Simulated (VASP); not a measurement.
Set up this calculation in VASP 6.6.1, as the native input.

```
Task                   : single point
Functional             : RPBE
Potentials or basis    : VASP PAW PBE potentials, release 64 (Li_sv)
Cutoff                 : 520 eV
k mesh                 : 15 × 15 × 4
Occupations            : fermi-dirac, width 0.1 eV
Spin                   : no spin polarisation
Dipole correction      : no
Further INCAR settings : ALGO = Normal; EDIFF = 1e-06; NBANDS = 14
```

The structure of Li lies in POSCAR:

```
Li
1.0
    3.1018338794      0.0000000000      0.0000000000
   -1.5509169397      2.6862669378      0.0000000000
    0.0000000000      0.0000000000     10.1095424640
Li
4
Direct
    0.0000000000      0.0000000000      0.0000000000
    0.0000000000      0.0000000000      0.5000000000
    0.3333333333      0.6666666667      0.2500000000
    0.6666666667      0.3333333333      0.7500000000
```

This isn't the form of Li at room conditions, which is bcc.

The input as run:

INCAR

```
PREC = Accurate
ENCUT = 520
EDIFF = 1E-6
ISMEAR = -1
SIGMA = 0.1
LREAL = F
LASPH = T
NELM = 100
ALGO = Normal
ISIF = 2
LWAVE = F
LCHARG = F
GGA = RP
NBANDS = 14
```

KPOINTS

```
Automatic mesh
0
Gamma
  15 15 4
```

Potentials or basis: VASP PAW PBE potentials, release 64 (Li_sv).

Launch:

```console
$ cat potpaw_PBE.64/Li_sv/POTCAR > POTCAR
$ mpirun -np 1 vasp_std > vasp.out
```

Results of the run:

```
Band gap on the k mesh : none (metal or under the smearing width)
```

Wall time 37 s on 1 thread of Intel(R) Xeon(R) 6975P-C (Granite Rapids), with other jobs on the host, peak memory 0.22 GiB.
